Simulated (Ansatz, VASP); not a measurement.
**C in VASP and in Ansatz**

File INCAR:

```
SYSTEM = C
ALGO     = Normal         ! electronic algorithm
EDIFF    = 1E-7           ! SCF threshold, eV
ENCUT    = 520            ! plane-wave cutoff, eV
GGA      = PE             ! functional
ISIF     = 2              ! what is computed and relaxed
ISMEAR   = 0              ! smearing method
LASPH    = .True.         ! aspherical terms in the spheres
LCHARG   = .False.        ! write CHGCAR
LREAL    = .False.        ! projectors in reciprocal space
LWAVE    = .False.        ! write WAVECAR
NBANDS   = 26             ! bands
NELM     = 60             ! most SCF steps
PREC     = Accurate       ! precision mode
SIGMA    = 0.05           ! smearing width, eV
```

Contents of KPOINTS:

```
k-points
0
Gamma
  12 12 4
  0 0 0
```

File POSCAR:

```
C
1.0
    2.3921175669      0.0000000000      0.0000000000
   -1.1960587834      2.0716345818      0.0000000000
    0.0000000000      0.0000000000      8.5122028864
C
8
Direct
    0.0000000000      0.0000000000      0.0929681641
    0.0000000000      0.0000000000      0.5929681641
    0.0000000000      0.0000000000      0.4070318359
    0.0000000000      0.0000000000      0.9070318359
    0.3333333333      0.6666666667      0.1555285626
    0.6666666667      0.3333333333      0.6555285626
    0.3333333333      0.6666666667      0.3444714374
    0.6666666667      0.3333333333      0.8444714374
```

Input for Ansatz:

```yaml
crystal:
  lattice:
    - [2.3921175669, 0.0, 0.0]
    - [-1.1960587834, 2.0716345818, 0.0]
    - [0.0, 0.0, 8.5122028864]
  atoms:
    - { symbol: C, position: [0.0, 0.0, 0.0929681641] }
    - { symbol: C, position: [0.0, 0.0, 0.5929681641] }
    - { symbol: C, position: [0.0, 0.0, 0.4070318359] }
    - { symbol: C, position: [0.0, 0.0, 0.9070318359] }
    - { symbol: C, position: [0.3333333333, 0.6666666667, 0.1555285626] }
    - { symbol: C, position: [0.6666666667, 0.3333333333, 0.6555285626] }
    - { symbol: C, position: [0.3333333333, 0.6666666667, 0.3444714374] }
    - { symbol: C, position: [0.6666666667, 0.3333333333, 0.8444714374] }
basis:
  ecutwfc: 420
kpoints:
  mp_grid: { grid: [12, 12, 4] }
hamiltonian:
  xc: pbe
scf:
  occupations: { method: gaussian, width: 0.05 }
output:
  forces: true
  stress: true
  eigenvalues: true
```

Change from the starting cell: strain -0.050 along x and y, +0.025 along z, atoms carried along.

Alike in both runs: task single point; functional PBE; k mesh 12 × 12 × 4; occupations gaussian, width 0.05 eV; no spin polarisation.

```csv
,VASP,Ansatz
version,VASP 6.6.1,Ansatz 0.2.0
potentials or method,"VASP PAW PBE potentials, release 64 (C)","scalar-relativistic, plane waves, PAW"
plane-wave cutoff (eV),520,420
valence electrons in the cell,32,32
```

|  | VASP | Ansatz | Ansatz less VASP |
| --- | --- | --- | --- |
| gap on the k mesh at the Fermi level (eV) | 3.54 | 3.54 | +0.006 |
| least direct gap on the mesh (eV) | 3.54 | 3.54 | +0.006 |
| pressure (GPa) | 43.5 | 42.5 | -0.99 |
| largest component of the traceless stress (GPa) | 69.42 | 68.96 | -0.451 |
| rms of the force components (eV/Å) | 0.158 | 0.143 | -0.0152 |

Atom by atom the forces differ by 0.015 eV/Å (rms over components). With one functional, cell and mesh, what is left measures potentials, basis and numerics.

Caveats: so large a pressure means that the cell lies far from this level's equilibrium, or that cutoff or potentials fall short (VASP).
